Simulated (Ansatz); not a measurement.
The system is CdS (Greenockite).

```
Cd S
1.0
     4.15000    0.00000    0.00000
    -2.07500    3.59401    0.00000
     0.00000    0.00000    6.73700
Cd S
2 2
Direct
  0.66667 0.33333 0.50000
  0.33333 0.66667 0.00000
  0.66667 0.33333 0.87500
  0.33333 0.66667 0.37500
```

* Program: Ansatz 0.2.0
* Task: relaxation of cell and atoms
* Functional: PBE-EpsX
* Potentials or basis: Ansatz PAW
* Cutoff: 420 eV (not typed: the program's choice for these potentials)
* k mesh: 4 × 4 × 2
* Occupations: fermi-dirac, width 0.05 eV
* Spin: no spin polarisation

At the start: volume 25.12 Å³/atom.

Q: How do energy, volume and symmetry change on relaxing?

A: It ends after 5 steps and the volume is 25.64 Å³/atom (+2.1 %); space group P6_3mc (No. 186, to 0.05 Å).

Step by step:
```csv
step,energy change (eV),largest force (eV/Å),volume (Å³)
1,0.0000,0.0593,100.48
2,-0.0072,0.0243,102.66
3,-0.0074,0.0115,102.57
4,-0.0074,0.0002,102.55
5,-0.0085,0.0003,102.55
```

Final structure:
```cif
data_structure
_symmetry_space_group_name_H-M 'P 1'
_symmetry_Int_Tables_number 1
_cell_length_a 4.1795
_cell_length_b 4.1795
_cell_length_c 6.7787
_cell_angle_alpha 90.000
_cell_angle_beta 90.000
_cell_angle_gamma 120.000
_cell_volume 102.55
loop_
_atom_site_label
_atom_site_type_symbol
_atom_site_fract_x
_atom_site_fract_y
_atom_site_fract_z
_atom_site_occupancy
Cd1 Cd 0.66667 0.33333 0.49901 1
Cd2 Cd 0.33333 0.66667 0.99901 1
S1 S 0.66667 0.33333 0.87599 1
S2 S 0.33333 0.66667 0.37599 1
```

Caveat: the k mesh is coarse (spacing up to 0.47 Å⁻¹), so the values aren't converged, least of all with exact exchange; the plane-wave basis is chosen anew once the cell has moved, so the energies of steps on either side of that aren't comparable; the PAW data sets come from PBE, with cores solved anew for the run's functional, which leaves a small shift of forces and pressure.
